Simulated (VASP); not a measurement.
MgS in VASP 6.6.1, single-point calculation

INCAR

```
GGA = PE
ISPIN = 2
EDIFF = 1E-7
LWAVE = .FALSE.
ISMEAR = -1
LREAL = .FALSE.
MAGMOM = 2 2
SIGMA = 0.02
PREC = Accurate
ENCUT = 450
IBRION = -1
LCHARG = .FALSE.
LASPH = .TRUE.
NBANDS = 11
NSW = 0
NELM = 120
MAXMIX = 40
ISIF = 2
```

KPOINTS

```
KPOINTS created by Atomic Simulation Environment
0
Gamma
8 8 8
0 0 0
```

POSCAR

```
Mg S
 1.0000000000000000
     0.0000000000000000    2.6015177399999998    2.5260737255999999
     2.6015177399999998    0.0000000000000000    2.5260737255999999
     2.6015177399999998    2.6015177399999998    0.0000000000000000
 Mg  S
   1   1
Cartesian
  0.0000000000000000  0.0000000000000000  0.0000000000000000
  2.6015177399999998  2.6015177399999998  2.5260737255999999
```

The recommended PBE PAW datasets give the neutral cell 8 valence electrons.

Command

```
mpirun -np 1 vasp_std
```

Problem. How does this run end, and what does it give?

Solution. It converged. Results: pressure 3.5 GPa; magnetic moment of the cell 0.00 μB.

OSZICAR

```
N       E                     dE             d eps       ncg     rms          rms(c)
DAV:   1     0.214499708672E+02    0.21450E+02   -0.33777E+03  2748   0.538E+02
DAV:   2    -0.535598851445E+01   -0.26806E+02   -0.25055E+02  3269   0.950E+01
DAV:   3    -0.662705734356E+01   -0.12711E+01   -0.12684E+01  3164   0.214E+01
DAV:   4    -0.663516634784E+01   -0.81090E-02   -0.81084E-02  3124   0.203E+00
DAV:   5    -0.663523524905E+01   -0.68901E-04   -0.68900E-04  3292   0.185E-01    0.943E+00
DAV:   6    -0.830260433939E+01   -0.16674E+01   -0.12397E+00  2881   0.617E+00    0.521E+00
DAV:   7    -0.847436575756E+01   -0.17176E+00   -0.15852E-01  2986   0.253E+00    0.363E+00
DAV:   8    -0.847843200144E+01   -0.40662E-02   -0.21751E-02  2985   0.806E-01    0.193E+00
DAV:   9    -0.847885557448E+01   -0.42357E-03   -0.46316E-03  2940   0.451E-01    0.530E-01
DAV:  10    -0.848021078516E+01   -0.13552E-02   -0.14220E-03  2964   0.238E-01    0.122E-01
DAV:  11    -0.848026276614E+01   -0.51981E-04   -0.93440E-05  3007   0.762E-02    0.945E-02
DAV:  12    -0.848027866495E+01   -0.15899E-04   -0.44102E-05  3009   0.469E-02    0.267E-02
DAV:  13    -0.848029034152E+01   -0.11677E-04   -0.17210E-05  2829   0.354E-02    0.932E-03
DAV:  14    -0.848029053901E+01   -0.19749E-06   -0.49291E-07  3210   0.544E-03    0.156E-03
DAV:  15    -0.848029052514E+01    0.13871E-07   -0.13875E-07  2427   0.234E-03
   1 F= -.84802905E+01 E0= -.84802905E+01  d E =-.496654E-11  mag=     0.0000
```

For comparison, a separate PBE run of the intended cell, on usual settings and not on those above, gives a gap of 2.70 eV on its mesh and a pressure of 3.5 GPa.
